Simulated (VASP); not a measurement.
Crystal: BAs.

```
B As
1.0
     0.00000    2.38890    2.38890
     2.38890    0.00000    2.38890
     2.38890    2.38890    0.00000
B As
1 1
Direct
  0.00000 0.00000 0.00000
  0.25000 0.25000 0.25000
```

The cell was built by a generator and needn't be a form met in nature.

Base run:

- Program: VASP 6.6.1
- Functional: TB-mBJ
- Potentials or basis: VASP PAW PBE potentials, release 64 (B, As)
- Cutoff: 520 eV
- k mesh: 10 × 10 × 10
- Occupations: gaussian, width 0.02 eV
- Spin: no spin polarisation

Its results: band gap on the k mesh 1.76 eV, indirect (least direct gap 3.79 eV).

The run is repeated on the same cell with these changes: functional from TB-mBJ to PBEsol. What comes out?

Band gap on the k mesh 1.08 eV, indirect (least direct gap 3.24 eV).

A k mesh can miss the band edges.

Not every run made on this cell is shown here.
